Phonon density of states of cristobalite-like TiO₂ (Fd-3m, 6-atom cell), calculated with Ansatz 0.2.0 using PBE, PAW, a 420 eV plane-wave cutoff and a 6×6×6 k mesh. Force constants are from linear response on a 2×2×2 q mesh, with LO–TO splitting included. Each share is the percentage of all modes in a 20 cm⁻¹ bin; every second bin is listed.

```tsv
bin centre (cm^-1)	phonon mode share (%)
10	0.390
50	3.310
90	2.870
130	3.470
170	3.390
210	4.160
250	4.810
290	4.540
330	1.180
370	0.490
410	1.340
450	0.940
490	6.710
530	0.270
570	0.000
610	0.000
650	7.360
690	0.000
730	0.000
770	0.000
810	0.000
850	0.000
890	0.000
930	0.000
970	6.020
```

Above 530 cm⁻¹ only two rows of the table are filled, those at 650 and 970, and seven empty rows lie between them. What holds the top group so far apart? The crystal is a model form of TiO₂ built like cristobalite, kept in its ideal symmetry: each titanium has four oxygen neighbours, and each oxygen sits in the middle of a straight Ti–O–Ti link. Its spectrum should not be used as a fingerprint of rutile or anatase, where titanium has six neighbours.

The useful unit here is the branch, a vibration followed through all wavelengths and directions. Six atoms in the cell, each free to move in three directions, give 18 branches, so one branch makes up 5.56% of all modes. A row covers 20 cm⁻¹ while the centres stand 40 cm⁻¹ apart, and about half of the modes fall between the rows. The phonon mode shares therefore serve best as bounds on how many branches lie where.

**From 10 to 530 cm⁻¹** the shares form a broad, uneven region, and the tempting explanation of the gaps above it is mass. Heavy titanium would vibrate slowly below, light oxygen fast above. Four oxygens with three directions each would then put 12 branches, or 66.7% of the modes, on top. But the rows from 10 to 530 already add up to 37.9%, which leaves at most 62.1% for everything higher. The mass picture fails even if every mode between the rows is counted in its favour.

It fails because it treats all motions of an oxygen atom alike. Along its link an oxygen compresses one short bond and stretches the other, which is stiff; across the link it only bends the link, which is soft. At long wavelength the lowest optical vibration lies at just 41 cm⁻¹. Frameworks of this kind are known for such soft modes, in which nearly rigid tetrahedra tilt and carry the oxygens sideways, and that is the likely cause here too.

**At 570 and 610 cm⁻¹** the rows are empty, and this permits an exact count. The frequency of a branch changes continuously with wavelength, so no branch can cross an empty row. At long wavelength, before the electric field discussed below is included, the same calculation puts 14 vibrations below this gap, a triplet at 627 cm⁻¹ and a singlet at 971 cm⁻¹ above it. Including the field does not change this count, because the only polar triplet below the gap is very weakly polar. Four branches thus lie above the gap throughout, which matches one stiff stretch for each of the four oxygens in the cell.

**The row at 650 cm⁻¹** holds 7.36%, more than one branch can supply, so the four stretches are clearly not all in the top group. Could bond springs alone divide them? Let k be the stiffness of a Ti–O bond, m the mass of oxygen, M that of titanium and ω the frequency. In the singlet, all four oxygens around one titanium move towards it and away from the next titaniums. The pulls on each titanium cancel, it stays at rest, and ω² = 2k/m, with no titanium mass in it.

In the triplet the titaniums move against the oxygens. This adds 4k/(3M) to ω², so the triplet should lie above the singlet by a factor √(1 + 2m/(3M)), which is 1.106. With k set by the singlet at 971 cm⁻¹, the springs predict 1074 cm⁻¹ for the triplet. The calculation has it at 627 cm⁻¹, so the prediction is 71% too high and the order is reversed.

**From 690 to 930 cm⁻¹** the empty rows put a sharper question to short-range forces of any kind, not just simple springs. Such forces leave the three members of the triplet together at long wavelength. With the triplet below this wide gap and the singlet above it, exactly one branch could lie on top, and no row there could exceed 5.56%.

**The row at 970 cm⁻¹** holds 6.02%. The excess is small, but a branch cannot hold more than its own share, so a second one must contribute. It comes from the triplet, because that vibration is polar. In each of its members the dipoles of the moving atoms add up to a net dipole. When this points along the direction in which the wave travels, a long-range electric field builds up that opposes the motion and raises its frequency. The two transverse members, whose net dipoles lie at right angles to that direction, build up no such field at long wavelength and stay near 627 cm⁻¹.

The rise can be worked out from quantities of the same calculation: the polar strength S = 4.867 e²/amu of the triplet, the cell volume V = 147.9 Å³ and the electronic dielectric constant ε = 3.21. With e² = 14.40 eV Å,

4πe²S/(Vε) = 1.86 eV/(Å² amu), or 5.05 × 10⁵ cm⁻²

ω² = (627 cm⁻¹)² + 5.05 × 10⁵ cm⁻² = 8.98 × 10⁵ cm⁻²

ω ≈ 947 cm⁻¹

One member of the triplet is thus lifted by about 320 cm⁻¹, across the whole wide gap, to just below the singlet. The field is part of the calculated spectrum, so this estimate shows where the second branch comes from and is no independent test of the field.

Such a large rise needs an unusually polar motion, and the link provides it. An oxygen displaced along its link acts as if it carried a charge of −6.6 e; across the link the value is only −0.66 e. The usual reason is covalency: as one bond shortens and the other lengthens, electrons shift in the same direction as the oxygen. A pure stretch of the links, with these charges and the titaniums recoiling, would have a polar strength within 1% of the computed one, which supports reading the triplet as a link stretch.

The same dipoles probably also explain why the transverse pair lies so far below the spring prediction. When they all lean the same way, each is on balance pulled further along by its neighbours, which softens the motion. In the singlet they all point out from one titanium and in towards the next. Their sum is zero, but neighbouring dipoles oppose one another and stiffen the motion, so the k taken from the singlet may be too high for the triplet. How much of the mismatch is due to these dipoles, and how much to short-range coupling between neighbouring links, has not been separated here.

The four stretches therefore split into two branches around 650 and two around 970 cm⁻¹, each pair worth 11.1% of the modes. Both filled rows fit within that, with the remainder in neighbouring bins. The spectrum is interpolated from a coarse mesh of waves, and the interpolation leaves out the quadrupole term of the long-range forces, an error whose size was not tested here. The division among those bins is therefore less certain than the number of branches.

For a polar framework the practical rule is to divide the share of an isolated group by the share of one branch before giving it a cause. If the result exceeds what the long-wavelength list allows, check whether that list includes the electric field. Here the list without it would put one branch in the top group instead of two.
